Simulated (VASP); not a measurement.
# Te2Pt (P-3m1) in VASP: single point with LDA

Aim: the single point of Te2Pt with LDA.

Everything below comes from runs of VASP 6.6.1. Logs are shortened: lines on timing, memory, paths and dates and some standing lists are left out, and cuts for length are marked.

## 1. The crystal as given

It takes space group P-3m1 (No. 164, trigonal). The conventional cell has a = 4.026 Å, b = 4.026 Å, c = 5.221 Å, α = 90.00°, β = 90.00°, γ = 120.00°. Te (site symmetry 3m) has 3 Pt at 2.68 Å as nearest neighbours. Around Pt (site symmetry -3m) lie 6 Te at 2.68 Å.

## 2. Single point, LDA

File INCAR:

```
ALGO     = Normal         # electronic algorithm
EDIFF    = 1E-6           # SCF threshold, eV
ENCUT    = 520            # plane-wave cutoff, eV
GGA      = CA             # functional
ISIF     = 2              # what is computed and relaxed
ISMEAR   = 0              # smearing method
LASPH    = True           # aspherical terms in the spheres
LCHARG   = False          # write CHGCAR
LREAL    = False          # projectors in reciprocal space
LWAVE    = False          # write WAVECAR
NBANDS   = 18             # bands
NELM     = 100            # most SCF steps
PREC     = Accurate       # precision mode
SIGMA    = 0.03           # smearing width, eV
```

File KPOINTS:

```
k-points
0
Gamma
  10 10 6
```

File POSCAR:

```
Te2Pt
1.0
    4.0259000000      0.0000000000      0.0000000000
   -2.0129500000      3.4865316731      0.0000000000
    0.0000000000      0.0000000000      5.2209000000
Te Pt
2 1
Direct
    0.3333333333      0.6666666667      0.2540000000
    0.6666666667      0.3333333333      0.7460000000
    0.0000000000      0.0000000000      0.0000000000
```

Potentials or basis: VASP PAW LDA potentials, release 64 (Te, Pt).

The run is started by

```sh
$ cat potpaw_LDA.64/Te/POTCAR potpaw_LDA.64/Pt/POTCAR > POTCAR
$ mpirun -np 1 vasp_std > vasp.out
```

OUTCAR:

```text
EDIFF = 1E-6
   ENCUT = 520
   GGA = CA
   ISIF = 2
   ISMEAR = 0
   LASPH = True
   LREAL = False
   NELM = 100
   PREC = Accurate

 ion  position               nearest neighbor table
   1  0.333  0.667  0.254-   3 2.68   3 2.68   3 2.68   2 3.46   2 3.46   2 3.46   2 3.53   2 3.53
                             2 3.53
   2  0.667  0.333  0.746-   3 2.68   3 2.68   3 2.68   1 3.46   1 3.46   1 3.46   1 3.53   1 3.53
                             1 3.53
   3  0.000  0.000  0.000-   1 2.68   2 2.68   2 2.68   1 2.68   2 2.68   1 2.68

  LATTYP: Found a hexagonal cell.
 ALAT       =     4.0259000000
 C/A-ratio  =     1.2968280385

  Lattice vectors:

 A1 = (   4.0259000000,   0.0000000000,   0.0000000000)
 A2 = (  -2.0129500000,   3.4865316731,   0.0000000000)
 A3 = (   0.0000000000,   0.0000000000,   5.2209000000)

Analysis of symmetry for initial positions (statically):
=====================================================================
 Subroutine PRICEL returns:
 Original cell was already a primitive cell.

 Routine SETGRP: Setting up the symmetry group for a
 hexagonal supercell.

 Subroutine GETGRP returns: Found 12 space group operations
 (whereof 12 operations were pure point group operations)
 out of a pool of 24 trial point group operations.

The static configuration has the point symmetry D_3d.

Analysis of symmetry for dynamics (positions and initial velocities):
=====================================================================
 Subroutine PRICEL returns:
 Original cell was already a primitive cell.

 Routine SETGRP: Setting up the symmetry group for a
 hexagonal supercell.

 Subroutine GETGRP returns: Found 12 space group operations
 (whereof 12 operations were pure point group operations)
 out of a pool of 24 trial point group operations.

The dynamic configuration has the point symmetry D_3d.

 Subroutine INISYM returns: Found 12 space group operations
 (whereof 12 operations are pure point group operations),
 and found     1 'primitive' translations

----------------------------------------------------------------------------------------

                                     Primitive cell

  volume of cell :      73.2828

  direct lattice vectors                    reciprocal lattice vectors
     4.025900000  0.000000000  0.000000000     0.248391664  0.143408994  0.000000000
    -2.012950000  3.486531673  0.000000000     0.000000000  0.286817988  0.000000000
     0.000000000  0.000000000  5.220900000     0.000000000  0.000000000  0.191537857

[... 86 lines left out ...]
   LREAL  =      F    real-space projection
   EDIFFG = 0.1E-04   stopping-criterion for IOM
   NSW    =      0    number of steps for IOM
   IBRION =     -1    ionic relax: 0-MD 1-quasi-New 2-CG
   NFREE  =      0    steps in history (QN), initial steepest desc. (CG)
   ISIF   =      2    stress and relaxation
   ISYM   =      2    0-nonsym 1-usesym 2-fastsym
   POTIM  = 0.5000    time-step for ionic-motion
   TEBEG  =    0.0;   TEEND  =   0.0 temperature during run
   PSTRESS=    0.0 pullay stress
   NELECT =      22.0000    total number of electrons
   NUPDOWN=      -1.0000    fix difference up-down
   EMIN   =  10.00;   EMAX   =-10.00  energy-range for DOS
   EFERMI =   0.00;   METHOD = LEGACY
   ISMEAR =     0;   SIGMA  =   0.03  broadening in eV -4-tet -1-fermi 0-gaus
   EFERMI_NEDOS =   21; number of points for ismear=-14 and -15
   IALGO  =     38    algorithm
   IMIX   =      4    mixing-type and parameters
     AMIX     =   0.40;   BMIX     =  1.00
     AMIX_MAG =   1.60;   BMIX_MAG =  1.00
  volume/ion in A,a.u.               =      24.43       164.85
  Fermi-wavevector in a.u.,A,eV,Ry     =   1.096180  2.071479 16.348894  1.201610
  Thomas-Fermi vector in A             =   2.232517
   LORBIT       =      0    0 simple, 1 ext, 2 COOP (PROOUT), +10 PAW based schemes
   GGA     = CA    functional components
   LHFCALC =     F    Hartree Fock is set to
   AEXX    =    0.0000 exact exchange contribution
   IVDW    =     0    specifies the selected vdW correction
   LEPSILON=     F    determine dielectric tensor
   LRPA    =     F    only Hartree local field effects (RPA)
 non-spin polarized calculation
 Gauss-broadening in eV      SIGMA  =   0.03
  energy-cutoff  :      520.00
  volume of cell :       73.28
 maximum number of plane-waves:      2000
 NGX is ok and might be reduce to    30
   NGX = 15   NGY = 15   NGZ = 19

 number of electron      21.9999998 magnetization

 Free energy of the ion-electron system (eV)
  ---------------------------------------------------
  ext. energy  EPLUGINS =         0.00000000
  ---------------------------------------------------
  free energy    TOTEN  =       -16.36947885 eV

  energy without entropy =      -16.36886903  energy(sigma->0) =      -16.36917394

 E-fermi :   8.6117     XC(G=0): -10.7309

 val. band max:        8.5990029154   @ k =  -0.2000   0.5000   0.1667
 cond. band min:       8.6280366101   @ k =   0.0000   0.1000   0.3333
 fundamental gap:      0.0290336947
 Fermi energy:         8.6117148165

 k-point     1 :       0.0000    0.0000    0.0000
  band No.  band energies     occupation
      1      -5.5459      2.00000
      2      -2.1234      2.00000
      3       1.8203      2.00000
      4       2.7042      2.00000
      5       2.7042      2.00000
      6       4.7344      2.00000
[... 481 lines left out ...]
      5       3.4191      2.00000
      6       4.5621      2.00000
[... 10 lines left out ...]
     17      15.8341      0.00000
     18      18.3915      0.00000

 [... further k-points ...]

------------------------ aborting loop because EDIFF is reached ----------------------------------------

  FORCE on cell =-STRESS in cart. coord.  units (eV):
  Direction    XX          YY          ZZ          XY          YZ          ZX
  --------------------------------------------------------------------------------------
  -------------------------------------------------------------------------------------
  Total       -0.0969787     -0.0969787     -0.2286003      0.0000000      0.0000000      0.0000000
  in kB       -2.1202399     -2.1202399     -4.9978762      0.0000000      0.0000000      0.0000000
  external PRESSURE =      -3.0794520 kB  Pullay stress =       0.0000000 kB

 VOLUME and BASIS-vectors are now :
 -----------------------------------------------------------------------------
  energy-cutoff  :      520.00
  volume of cell :       73.28
      direct lattice vectors                 reciprocal lattice vectors
     4.025900000  0.000000000  0.000000000     0.248391664  0.143408994  0.000000000
    -2.012950000  3.486531673  0.000000000     0.000000000  0.286817988  0.000000000
     0.000000000  0.000000000  5.220900000     0.000000000  0.000000000  0.191537857

 POSITION                                       TOTAL-FORCE (eV/Angst)
 -----------------------------------------------------------------------------------
     -0.00000      2.32435      1.32611        -0.000000      0.000000      0.275420
      2.01295      1.16218      3.89479         0.000000      0.000000     -0.275420
      0.00000      0.00000      0.00000        -0.000000      0.000000      0.000000
 -----------------------------------------------------------------------------------
    total drift:                               -0.000000      0.000000      0.000000

  FREE ENERGIE OF THE ION-ELECTRON SYSTEM (eV)
  ---------------------------------------------------
  free  energy   TOTEN  =       -16.3694788498 eV

  energy  without entropy=      -16.3688690337  energy(sigma->0) =      -16.36917394
```

stdout:

```text
POSCAR found type information on POSCAR TePt
 POSCAR found :  2 types and       3 ions
 scaLAPACK will be used
 LDA part: xc-table for (Slater(with rela. corr.)+CA(PZ))
 , standard interpolation
 POSCAR, INCAR and KPOINTS ok, starting setup
 FFT: planning ... GRIDC
 FFT: planning ... GRID_SOFT
 FFT: planning ... GRID
 WAVECAR not read
 entering main loop
```

Wall time 34 s (1 thread of AMD EPYC 9R45 (Zen 5), shared host); peak memory 0.19 GiB.

What came out:

* Free energy: -16.3695 eV
* Pressure: -0.3 GPa
* Largest force: 0.275 eV/Å
* Band gap on the k mesh: none (metal or under the smearing width)

Forces on the atoms (eV/Å):
```
Te   0.000  0.000  0.275
Te   0.000  0.000 -0.275
Pt   0.000  0.000  0.000
```

Levels at points of the mesh, in eV from the Fermi level:
```tsv
k point	band 7	band 8	band 9	band 10	band 11	band 12	band 13	band 14	band 15	band 16
(0.00, 0.00, 0.00)	-3.88	-2.69	-0.53	-0.53	1.09	1.09	1.41	2.67	4.20	5.84
(0.50, 0.00, 0.00)	-3.59	-3.53	-3.46	-3.46	-2.89	0.17	2.55	3.73	5.25	5.62
(0.00, 0.00, 0.50)	-3.91	-2.34	-1.38	-1.15	-1.15	2.23	2.23	4.05	4.99	4.99
(0.50, 0.00, 0.50)	-3.60	-3.52	-3.30	-2.52	-0.77	0.54	1.34	4.21	4.22	6.23
```

The run has no spin-orbit coupling, so splittings on Pt, Te are missing.
